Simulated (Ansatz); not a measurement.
Here is an unrelaxed guess for InAs.

```xyz
2
Lattice="3.6321 0.0000 0.0000 0.0000 3.6321 0.0000 0.0000 0.0000 3.6321" Properties=species:S:1:pos:R:3 pbc="T T T"
In    0.0000    0.0000    0.0000
As    1.8160    1.8160    1.8160
```

These are results of DFT PBE, scalar-relativistic, plane waves, PAW (Ansatz 0.2.0), not measurements. Plane waves to 420 eV, a k mesh through Γ of 6×6×6 on the computed 2-atom cell and Gaussian smearing (0.10 eV); no spin polarisation.

Formation energies are uncorrected and refer to the elements' standard structures at the same level.

Question: What does a single point on this coarse mesh give?

Answer: The pressure is -2.2 GPa (it wants to contract), the largest force is 0.00 eV/Å (symmetry fixes the atoms), and the energy is +0.21 eV/atom against the elements. The shortest distance is 3.15 Å.

Question: How much does it gain on relaxing, and where does it end?

Answer: Relaxing gains under 0.1 eV/atom (the start's value is from the coarse mesh, so the gain is rough) in 7 ionic steps and ends at +0.19 eV/atom on the finer mesh. The symmetry stays Pm-3m (No. 221). The end has the caesium chloride type. The volume per atom shrinks by 4.4 %, from 24.0 to 22.9 Å³. The shortest distance goes from 3.15 Å (In–As) to 3.10 Å (In–As). Conventional cell: a = 3.579 Å. In has 8 As at 3.10 Å and 6 In at 3.58 Å; As is surrounded by 8 In at 3.10 Å and 6 As at 3.58 Å.

The last run used a 16×16×16 mesh for its 2-atom cell and Gaussian smearing of 0.10 eV. The reference form of As is held partly by dispersion forces, which this level lacks. The relaxation can't lower the symmetry of the start. Symmetry constrained the relaxation, so the result can be a saddle point. Another cell of InAs relaxed alike, in F-43m (a cell as deposited in COD), lies 0.43 eV/atom lower, so this cell isn't the stable form at this level.
